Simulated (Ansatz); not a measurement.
# ZnSe: the cost of one run

Program: Ansatz 0.2.0. Level of theory: DFT PBE, scalar-relativistic, plane waves, PAW. These are calculated values, not measurements.

2 further runs of the same task are left out: 2 set aside as unsound or not needed.

## (1) The system as given

It takes space group F-43m (No. 216, cubic). The conventional cell has a = 5.732 Å, b = 5.732 Å, c = 5.732 Å, α = 90.00°, β = 90.00°, γ = 90.00°. Zn (site symmetry -43m) is surrounded by 4 Se at 2.48 Å. Around Se (site symmetry -43m) lie 4 Zn at 2.48 Å.

Coordinates:

```
CELL_PARAMETERS angstrom
0.00000 2.86592 2.86592
2.86592 0.00000 2.86592
2.86592 2.86592 0.00000
ATOMIC_POSITIONS crystal
Zn 0.00000 0.00000 0.00000
Se 0.25000 0.25000 0.25000
```

It is the result of an earlier relaxation at this level (volume 23.54 Å³/atom; gap on the mesh: 1.15 eV).

## (2) Static run: bands, density of states and charges

Input file input.yaml:

```yaml
crystal:
  lattice:
    - [0.0, 2.8659201379, 2.8659201379]
    - [2.8659201379, 0.0, 2.8659201379]
    - [2.8659201379, 2.8659201379, 0.0]
  atoms:
    - { symbol: Zn, position: [0.0, 0.0, 0.0] }
    - { symbol: Se, position: [0.25, 0.25, 0.25] }
basis:
  ecutwfc: 420
kpoints:
  mp_grid: { grid: [8, 8, 8] }
  band_path:
    path:
      - [[0.0, 0.0, 0.0], [-0.5, -0.5, 0.0], [-0.375, -0.375, 0.25]]
      - [[-0.375, 0.0, 0.375], [0.0, 0.0, 0.0], [0.0, 0.0, 0.5], [-0.5, -0.25, 0.25], [-0.5, -0.5, 0.0]]
    npoints: 14
hamiltonian:
  xc: pbe
scf:
  occupations: { method: gaussian, width: 0.02 }
  n_extra_bands: 6
output:
  forces: true
  stress: true
  eigenvalues: true
  populations: true
  dos: { projected: true, de: 0.02, nscf_kmesh: { grid: [12, 12, 12] } }
  bader: true
  write_density: true
  write_potential: true
  elf: true
  volumetric_format: npy
```

Run with:

```
$ ansatz run input.yaml --threads 1 --pin off --max-ram 2560MiB --backend cpu --events-out ev --progress --plain --runs-dir out
```

**Question.** How long does this run take on 1 thread of Intel Xeon 6975P-C (Granite Rapids), shared host, and how much memory does it need?

About 18 s, with a peak of 0.39 GiB.
